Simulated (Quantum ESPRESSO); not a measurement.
# Zn (Fm-3m) in Quantum ESPRESSO: equation of state

How stiff is Zn in PBE, and what volume does it want? The cell is scaled to several volumes.

Program: Quantum ESPRESSO 7.5. These are calculated values, not measurements. Logs are shortened: lines on timing, memory, paths and dates and some standing lists are left out, and cuts for length are marked.

### 1 The crystal as given

The structure is cubic, space group Fm-3m (No. 225). Conventional cell: a = 3.930 Å, b = 3.930 Å, c = 3.930 Å, α = 90.00°, β = 90.00°, γ = 90.00°. Zn (site symmetry m-3m) is surrounded by 12 Zn at 2.78 Å.

This isn't the form of Zn at room conditions, which is hcp.

### 2 Single point, PBE, 14.26 Å³/atom

Input file pw.in:

```
&CONTROL
  calculation = 'scf'
  prefix = 'pwscf'
  outdir = './tmp'
  pseudo_dir = './pseudo'
  tprnfor = .true.
  tstress = .true.
  disk_io = 'nowf'
/
&SYSTEM
  ibrav = 0
  nat = 1
  ntyp = 1
  ecutwfc = 55
  ecutrho = 440
  nbnd = 16
  occupations = 'smearing'
  smearing = 'fd'
  degauss = 0.00367493
/
&ELECTRONS
  conv_thr = 2d-10
  electron_maxstep = 120
  mixing_beta = 0.5
/
ATOMIC_SPECIES
Zn    65.3800 Zn_pbe_v1.uspp.F.UPF
CELL_PARAMETERS angstrom
   0.0000000000    1.9246672763    1.9246672763
   1.9246672763    0.0000000000    1.9246672763
   1.9246672763    1.9246672763    0.0000000000
ATOMIC_POSITIONS crystal
Zn     0.0000000000    0.0000000000    0.0000000000
K_POINTS automatic
12 12 12 0 0 0
```

Potentials or basis: SSSP 1.3 efficiency PBE.

Started as:

```sh
$ OMP_NUM_THREADS=1 pw.x -in pw.in > pw.out
```

pw.out:

```text
This program is part of the open-source Quantum ESPRESSO suite
     for quantum simulation of materials; please cite
[... 9 lines left out ...]
     --------------------
     sticks:   dense  smooth     PW     G-vecs:    dense   smooth      PW
     Sum         805     397    127                15065     5209     965

     Using Slab Decomposition

     bravais-lattice index     =            0
     lattice parameter (alat)  =       5.1436  a.u.
     unit-cell volume          =      96.2263 (a.u.)^3
     number of atoms/cell      =            1
     number of atomic types    =            1
     number of electrons       =        20.00
     number of Kohn-Sham states=           16
     kinetic-energy cutoff     =      55.0000  Ry
     charge density cutoff     =     440.0000  Ry
     scf convergence threshold =      2.0E-10
     mixing beta               =       0.5000
     number of iterations used =            8  plain     mixing
     Exchange-correlation= SLA  PW   PBE  PBE
                           (   1   4   3   4   0   0   0)

     celldm(1)=   5.143628  celldm(2)=   0.000000  celldm(3)=   0.000000
     celldm(4)=   0.000000  celldm(5)=   0.000000  celldm(6)=   0.000000

     crystal axes: (cart. coord. in units of alat)
               a(1) = (   0.000000   0.707107   0.707107 )
               a(2) = (   0.707107   0.000000   0.707107 )
               a(3) = (   0.707107   0.707107   0.000000 )

     reciprocal axes: (cart. coord. in units 2 pi/alat)
               b(1) = ( -0.707107  0.707107  0.707107 )
               b(2) = (  0.707107 -0.707107  0.707107 )
               b(3) = (  0.707107  0.707107 -0.707107 )

     PseudoPot. # 1 for Zn read from file:
     Zn_pbe_v1.uspp.F.UPF
     Pseudo is Ultrasoft, Zval = 20.0
     Generated by new atomic code, or converted to UPF format
     Using radial grid of  943 points,  6 beta functions with:
                l(1) =   0
                l(2) =   0
                l(3) =   1
                l(4) =   1
                l(5) =   2
                l(6) =   2
     Q(r) pseudized with  8 coefficients,  rinner =    1.100   1.100   1.100
                                                       1.100   1.100

     atomic species   valence    mass     pseudopotential
     Zn               20.00    65.38000     Zn( 1.00)

     48 Sym. Ops., with inversion, found

   Cartesian axes

     site n.     atom                  positions (alat units)
         1        Zn     tau(   1) = (   0.0000000   0.0000000   0.0000000  )

     number of k points=    72  Fermi-Dirac smearing, width (Ry)=  0.0037
                       cart. coord. in units 2pi/alat
        k(    1) = (   0.0000000   0.0000000   0.0000000), wk =   0.0011574
        k(    2) = (   0.0589256   0.0589256  -0.0589256), wk =   0.0092593
        k(    3) = (   0.1178511   0.1178511  -0.1178511), wk =   0.0092593
        k(    4) = (   0.1767767   0.1767767  -0.1767767), wk =   0.0092593
        k(    5) = (   0.2357023   0.2357023  -0.2357023), wk =   0.0092593
        k(    6) = (   0.2946278   0.2946278  -0.2946278), wk =   0.0092593
[... 64 lines left out ...]
        k(   71) = (  -0.7071068   0.2357023   0.0000000), wk =   0.0138889
        k(   72) = (  -0.7071068   0.3535534   0.0000000), wk =   0.0069444

     Dense  grid:    15065 G-vectors     FFT dimensions: (  36,  36,  36)

     Smooth grid:     5209 G-vectors     FFT dimensions: (  25,  25,  25)

     Initial potential from superposition of free atoms

     starting charge      19.9999, renormalised to      20.0000
     Starting wfcs are   13 randomized atomic wfcs +    3 random wfcs

     Self-consistent Calculation

     iteration #  1     ecut=    55.00 Ry     beta= 0.50
     Davidson diagonalization with overlap
     ethr =  1.00E-02,  avg # of iterations =  4.4

     Threshold (ethr) on eigenvalues was too large:
     Diagonalizing with lowered threshold

     Davidson diagonalization with overlap
     ethr =  1.83E-04,  avg # of iterations =  1.6

     total energy              =    -461.53841342 Ry
     estimated scf accuracy    <       0.03609388 Ry

     iteration #  2     ecut=    55.00 Ry     beta= 0.50
     Davidson diagonalization with overlap
     ethr =  1.80E-04,  avg # of iterations =  2.0
[... 43 lines left out ...]
     total energy              =    -461.55153509 Ry
     estimated scf accuracy    <          4.4E-10 Ry

     iteration #  9     ecut=    55.00 Ry     beta= 0.50
     Davidson diagonalization with overlap
     ethr =  2.22E-12,  avg # of iterations =  1.0

     End of self-consistent calculation

          k = 0.0000 0.0000 0.0000 (   645 PWs)   bands (ev):

  -112.0154 -66.1510 -66.1510 -66.1510   3.7688   6.8784   6.8784   6.8784
     7.3055   7.3055  33.6373  33.7497  33.7497  33.7497  36.1863  36.1863

          k = 0.0589 0.0589-0.0589 (   655 PWs)   bands (ev):

  -112.0152 -66.1529 -66.1513 -66.1513   3.9873   6.8590   6.9043   6.9043
     7.2982   7.2982  30.3704  33.0685  33.0685  33.6017  37.2317  37.2317

          k = 0.1179 0.1179-0.1179 (   655 PWs)   bands (ev):
[... 111 lines left out ...]
  -112.0126 -66.1742 -66.1605 -66.1555   6.3278   6.8086   7.0434   7.1721
     7.4444  10.1275  17.1730  23.9218  29.5786  31.3735  37.2022  38.1784

          k =-0.0589-0.2946 0.2946 (   652 PWs)   bands (ev):

  -112.0131 -66.1697 -66.1593 -66.1542   6.3162   6.7960   6.9877   7.0861
     7.2805   8.5514  20.5121  23.8804  31.3150  32.6885  37.1165  37.4297

          k = 0.0000-0.2357 0.2357 (   654 PWs)   bands (ev):

  -112.0138 -66.1648 -66.1569 -66.1530   5.8139   6.7137   6.9917   7.1077
     7.1672   7.7426  24.0163  24.4614  33.3350  34.3598  36.2840  37.0935

          k = 0.3536 0.0000 0.0000 (   649 PWs)   bands (ev):

  -112.0135 -66.1645 -66.1566 -66.1566   5.9391   6.5298   7.2514   7.2514
     7.4318   7.4558  26.5582  26.5582  27.9925  28.7994  30.0661  46.2761

          k = 0.4125 0.0589-0.0589 (   657 PWs)   bands (ev):

  -112.0130 -66.1686 -66.1582 -66.1579   6.2336   6.4667   7.2282   7.3042
     7.5306   8.2705  23.6407  25.7190  25.7783  28.8698  31.2284  44.8823

          k = 0.4714 0.1179-0.1179 (   666 PWs)   bands (ev):
[... 11 lines left out ...]
  -112.0120 -66.1746 -66.1650 -66.1583   6.4024   6.6998   7.0472   7.1996
     7.5858  13.8807  14.4854  21.2280  26.4739  29.3921  40.8162  40.8654

          k =-0.0589-0.4125 0.4125 (   671 PWs)   bands (ev):

  -112.0122 -66.1730 -66.1656 -66.1571   6.5033   6.7557   6.9628   7.1789
     7.4597  11.8138  17.0036  20.5909  27.7035  30.1672  40.2262  40.7884

          k = 0.0000-0.3536 0.3536 (   670 PWs)   bands (ev):

  -112.0126 -66.1713 -66.1634 -66.1556   6.5858   6.7283   6.9127   7.1629
     7.3224   9.9241  19.8983  20.6976  29.3548  31.2877  39.3574  39.9156

          k = 0.4714 0.0000-0.0000 (   644 PWs)   bands (ev):

  -112.0126 -66.1712 -66.1594 -66.1594   6.2103   6.3573   7.4663   7.4663
     7.5317   9.0089  23.2916  24.8164  24.8164  27.8212  29.1779  48.5867

          k = 0.5303 0.0589-0.0589 (   664 PWs)   bands (ev):
[... 21 lines left out ...]
  -112.0119 -66.1762 -66.1615 -66.1615   6.1304   6.2319   7.5875   7.6384
     7.6384  11.4647  19.1613  23.7134  23.7134  27.2543  28.6845  50.1093

          k =-0.0589-0.6482 0.6482 (   664 PWs)   bands (ev):

  -112.0117 -66.1771 -66.1628 -66.1618   6.1367   6.2307   7.5688   7.6091
     7.6837  12.9600  17.5753  21.7177  23.6145  27.7301  29.9923  49.0065

          k = 0.0000-0.5893 0.5893 (   666 PWs)   bands (ev):

  -112.0117 -66.1759 -66.1651 -66.1612   6.2153   6.3317   7.4335   7.5065
     7.6575  14.3521  16.9747  18.9508  24.0695  28.0776  33.2213  47.2256

          k =-0.7071 0.0000 0.0000 (   652 PWs)   bands (ev):

  -112.0117 -66.1779 -66.1622 -66.1622   6.0843   6.1861   7.6080   7.7050
     7.7050  13.4674  16.6126  23.3341  23.3341  27.0690  28.5285  51.0773

          k = 0.2357 0.1179 0.0000 (   663 PWs)   bands (ev):

  -112.0143 -66.1604 -66.1547 -66.1529   5.1488   6.7168   7.0085   7.0578
     7.2304   7.4312  26.4923  26.8576  33.0076  33.2665  33.6698  39.4992

          k = 0.2946 0.1768-0.0589 (   651 PWs)   bands (ev):

  -112.0136 -66.1658 -66.1566 -66.1539   5.9206   6.7172   6.9541   7.1015
     7.3255   7.7545  22.7624  26.0244  31.0577  32.7187  35.6760  38.1636

          k = 0.3536 0.2357-0.1179 (   652 PWs)   bands (ev):
[... 6 lines left out ...]
  -112.0125 -66.1759 -66.1589 -66.1562   6.2411   6.8059   7.0113   7.2383
     7.5776  10.5579  15.9737  25.9403  27.6754  32.1157  35.6414  39.5529

          k =-0.2357-0.3536 0.4714 (   666 PWs)   bands (ev):

  -112.0124 -66.1775 -66.1592 -66.1566   6.2285   6.7820   6.9997   7.3115
     7.6086  12.3707  13.7148  26.4206  26.7516  32.0468  35.3629  39.7719

          k = 0.3536 0.1179 0.0000 (   660 PWs)   bands (ev):

  -112.0134 -66.1662 -66.1575 -66.1558   6.1052   6.5622   7.0163   7.2494
     7.4033   7.8344  24.4650  24.8109  28.2503  31.3463  32.2399  41.5028

          k = 0.4125 0.1768-0.0589 (   662 PWs)   bands (ev):

  -112.0128 -66.1705 -66.1597 -66.1569   6.3788   6.6112   6.9505   7.2675
     7.5031   8.9369  21.0010  24.2519  26.2353  31.3974  34.6246  39.8850

          k =-0.2357-0.4714 0.5893 (   661 PWs)   bands (ev):
[... 11 lines left out ...]
  -112.0122 -66.1748 -66.1634 -66.1574   6.4403   6.7069   7.0364   7.1570
     7.5492  12.1334  15.7005  22.5418  25.8090  32.3704  36.6301  42.1846

          k =-0.0589-0.2946 0.4125 (   663 PWs)   bands (ev):

  -112.0125 -66.1723 -66.1625 -66.1562   6.5020   6.7644   6.8648   7.2076
     7.4276  10.0992  18.7609  22.1991  27.1873  33.3546  36.2224  39.3815

          k = 0.0000-0.2357 0.3536 (   660 PWs)   bands (ev):

  -112.0131 -66.1691 -66.1600 -66.1549   6.4497   6.6448   6.8711   7.2582
     7.2686   8.6078  21.9805  22.5250  28.9526  34.4406  35.1986  37.7278

          k = 0.4714 0.1179-0.0000 (   660 PWs)   bands (ev):

  -112.0125 -66.1717 -66.1604 -66.1589   6.3144   6.4060   7.2214   7.4643
     7.5289   9.4115  22.9204  23.1493  23.6942  30.1571  31.2248  43.4147

          k =-0.1768-0.5303 0.6482 (   666 PWs)   bands (ev):
[... 26 lines left out ...]
  -112.0117 -66.1752 -66.1649 -66.1615   6.2705   6.3666   7.3119   7.4841
     7.6746  13.7381  18.0056  19.1835  22.4128  30.0906  33.4120  44.1837

          k =-0.0000-0.4714 0.5893 (   666 PWs)   bands (ev):

  -112.0117 -66.1731 -66.1680 -66.1606   6.3656   6.5253   7.1170   7.3876
     7.6357  15.5344  16.4402  17.5969  23.1239  30.6206  37.1106  42.4579

          k =-0.7071 0.1179-0.0000 (   666 PWs)   bands (ev):

  -112.0117 -66.1770 -66.1633 -66.1622   6.1654   6.2500   7.5338   7.5538
     7.7051  13.9209  16.7907  21.5989  22.0132  29.2264  30.4518  47.4696

          k =-0.2357-0.4714 0.7071 (   662 PWs)   bands (ev):

  -112.0124 -66.1722 -66.1631 -66.1580   6.5479   6.5618   6.8766   7.4044
     7.4614  10.4044  20.4399  21.1075  24.3521  33.9672  34.4776  38.6204

          k =-0.1768-0.4125 0.6482 (   665 PWs)   bands (ev):
[... 11 lines left out ...]
  -112.0119 -66.1737 -66.1653 -66.1610   6.4166   6.4705   7.0582   7.4363
     7.6358  12.9002  19.4641  19.9002  20.5745  33.2214  34.2497  40.4716

          k =-0.0589-0.4125 0.6482 (   672 PWs)   bands (ev):

  -112.0117 -66.1723 -66.1681 -66.1614   6.4625   6.5954   6.9288   7.3494
     7.6715  15.0991  16.9075  18.9675  20.5548  33.9997  37.2176  39.3848

          k = 0.0000-0.3536 0.5893 (   672 PWs)   bands (ev):

  -112.0118 -66.1711 -66.1692 -66.1607   6.5316   6.7296   6.7584   7.3207
     7.6339  14.4396  17.2820  18.6438  21.4854  34.6359  37.5872  39.3382

          k =-0.7071 0.2357 0.0000 (   674 PWs)   bands (ev):

  -112.0117 -66.1741 -66.1662 -66.1623   6.3551   6.4414   7.1513   7.4185
     7.7052  15.1449  17.3476  19.1275  20.0563  32.9733  34.1413  42.2013

          k =-0.7071 0.3536 0.0000 (   684 PWs)   bands (ev):

  -112.0117 -66.1702 -66.1702 -66.1624   6.4740   6.7532   6.7532   7.3271
     7.7053  16.9264  16.9264  18.0938  18.7866  37.2134  37.3313  37.3313

     the Fermi energy is    14.5941 ev

!    total energy              =    -461.55153509 Ry
     estimated scf accuracy    <          2.9E-11 Ry
     smearing contrib. (-TS)   =      -0.00020133 Ry
     internal energy E=F+TS    =    -461.55133376 Ry

     The total energy is F=E-TS. E is the sum of the following terms:
     one-electron contribution =    -350.67629594 Ry
     hartree contribution      =     183.44808433 Ry
     xc contribution           =     -42.20634804 Ry
     ewald contribution        =    -252.11677412 Ry

     convergence has been achieved in   9 iterations

     Forces acting on atoms (cartesian axes, Ry/au):

     atom    1 type  1   force =     0.00000000    0.00000000    0.00000000

     Total force =     0.000000     Total SCF correction =     0.000000

     Computing stress (Cartesian axis) and pressure

          total   stress  (Ry/bohr**3)                   (kbar)     P=       46.29
   0.00031466  -0.00000000   0.00000000           46.29       -0.00        0.00
  -0.00000000   0.00031466  -0.00000000           -0.00       46.29       -0.00
   0.00000000  -0.00000000   0.00031466            0.00       -0.00       46.29

=------------------------------------------------------------------------------=
   JOB DONE.
=------------------------------------------------------------------------------=
```

Run time: 11 s. Hardware: 1 thread of Arm Neoverse V1, shared host; peak memory 0.09 GiB.

What came out:

| Quantity | Value |
| --- | --- |
| Free energy | -6279.7285 eV |
| Pressure | 4.6 GPa |
| Band gap on the k mesh | none (metal or under the smearing width) |

### 3 Single point, PBE, 14.56 Å³/atom

Edit pw.in of step 2 so:

```diff
@@ -28,5 +28,5 @@
 CELL_PARAMETERS angstrom
-   0.0000000000    1.9246672763    1.9246672763
-   1.9246672763    0.0000000000    1.9246672763
-   1.9246672763    1.9246672763    0.0000000000
+   0.0000000000    1.9382217178    1.9382217178
+   1.9382217178    0.0000000000    1.9382217178
+   1.9382217178    1.9382217178    0.0000000000
 ATOMIC_POSITIONS crystal
```

Potentials or basis: SSSP 1.3 efficiency PBE.

Started as:

```sh
$ OMP_NUM_THREADS=1 pw.x -in pw.in > pw.out
```

It took 12 s on 1 thread of Arm Neoverse V1, shared host; peak memory 0.09 GiB.

The run converged. Its results:

| Property | Result |
| --- | --- |
| Free energy | -6279.7360 eV |
| Pressure | 2.8 GPa |
| Band gap on the k mesh | none (metal or under the smearing width) |

### 4 Single point, PBE, 14.87 Å³/atom

Edit pw.in of step 3 so:

```diff
@@ -28,5 +28,5 @@
 CELL_PARAMETERS angstrom
-   0.0000000000    1.9382217178    1.9382217178
-   1.9382217178    0.0000000000    1.9382217178
-   1.9382217178    1.9382217178    0.0000000000
+   0.0000000000    1.9515891866    1.9515891866
+   1.9515891866    0.0000000000    1.9515891866
+   1.9515891866    1.9515891866    0.0000000000
 ATOMIC_POSITIONS crystal
```

Started as:

```sh
$ OMP_NUM_THREADS=1 pw.x -in pw.in > pw.out
```

It took 12 s on 1 thread of Arm Neoverse V1, shared host; peak memory 0.09 GiB.

Results (log left out):

| Property | Result |
| --- | --- |
| Free energy | -6279.7402 eV |
| Pressure | 1.2 GPa |
| Band gap on the k mesh | none (metal or under the smearing width) |

### 5 Single point, PBE, 15.17 Å³/atom

Edit pw.in of step 4 so:

```diff
@@ -28,5 +28,5 @@
 CELL_PARAMETERS angstrom
-   0.0000000000    1.9515891866    1.9515891866
-   1.9515891866    0.0000000000    1.9515891866
-   1.9515891866    1.9515891866    0.0000000000
+   0.0000000000    1.9647760000    1.9647760000
+   1.9647760000    0.0000000000    1.9647760000
+   1.9647760000    1.9647760000    0.0000000000
 ATOMIC_POSITIONS crystal
```

Started as:

```sh
$ OMP_NUM_THREADS=1 pw.x -in pw.in > pw.out
```

It took 12 s on 1 thread of Arm Neoverse V1, shared host; peak memory 0.09 GiB.

It converged, with:

```
Free energy            : -6279.7414 eV
Pressure               : -0.3 GPa
Band gap on the k mesh : none (metal or under the smearing width)
```

### 6 Single point, PBE, 15.47 Å³/atom

Edit pw.in of step 5 so:

```diff
@@ -28,5 +28,5 @@
 CELL_PARAMETERS angstrom
-   0.0000000000    1.9647760000    1.9647760000
-   1.9647760000    0.0000000000    1.9647760000
-   1.9647760000    1.9647760000    0.0000000000
+   0.0000000000    1.9777881408    1.9777881408
+   1.9777881408    0.0000000000    1.9777881408
+   1.9777881408    1.9777881408    0.0000000000
 ATOMIC_POSITIONS crystal
```

Potentials or basis: SSSP 1.3 efficiency PBE.

Started as:

```sh
$ OMP_NUM_THREADS=1 pw.x -in pw.in > pw.out
```

Run time: 12 s. Hardware: 1 thread of Arm Neoverse V1, shared host; peak memory 0.09 GiB.

It converged, with:

* Free energy: -6279.7401 eV
* Pressure: -1.5 GPa
* Band gap on the k mesh: none (metal or under the smearing width)

### 7 Single point, PBE, 15.78 Å³/atom

Edit pw.in of step 6 so:

```diff
@@ -28,5 +28,5 @@
 CELL_PARAMETERS angstrom
-   0.0000000000    1.9777881408    1.9777881408
-   1.9777881408    0.0000000000    1.9777881408
-   1.9777881408    1.9777881408    0.0000000000
+   0.0000000000    1.9906312808    1.9906312808
+   1.9906312808    0.0000000000    1.9906312808
+   1.9906312808    1.9906312808    0.0000000000
 ATOMIC_POSITIONS crystal
```

Started as:

```sh
$ OMP_NUM_THREADS=1 pw.x -in pw.in > pw.out
```

Run time: 12 s. Hardware: 1 thread of Arm Neoverse V1, shared host; peak memory 0.09 GiB.

The run converged. Its results:

* Free energy: -6279.7366 eV
* Pressure: -2.7 GPa
* Band gap on the k mesh: none (metal or under the smearing width)

### 8 Single point, PBE, 16.08 Å³/atom

Edit pw.in of step 7 so:

```diff
@@ -28,5 +28,5 @@
 CELL_PARAMETERS angstrom
-   0.0000000000    1.9906312808    1.9906312808
-   1.9906312808    0.0000000000    1.9906312808
-   1.9906312808    1.9906312808    0.0000000000
+   0.0000000000    2.0033108028    2.0033108028
+   2.0033108028    0.0000000000    2.0033108028
+   2.0033108028    2.0033108028    0.0000000000
 ATOMIC_POSITIONS crystal
```

Started as:

```sh
$ OMP_NUM_THREADS=1 pw.x -in pw.in > pw.out
```

Run time: 12 s. Hardware: 1 thread of Arm Neoverse V1, shared host; peak memory 0.09 GiB.

It converged, with:

```
Free energy            : -6279.7311 eV
Pressure               : -3.6 GPa
Band gap on the k mesh : none (metal or under the smearing width)
```

### 9 Equation of state, PBE

Potentials or basis: SSSP 1.3 efficiency PBE.

No new run: the results of the series are fitted here.

What came out:

| Property | Result |
| --- | --- |
| Equilibrium volume | 15.16 Å³/atom |
| Bulk modulus | 68 GPa |
| Pressure derivative of the bulk modulus | 5.3 |

Energy against volume, from the lowest point:
```tsv
volume (Å³/atom)	energy (meV/atom)
14.259	12.89
14.563	5.43
14.866	1.28
15.169	0.00
15.473	1.31
15.776	4.85
16.080	10.38
```
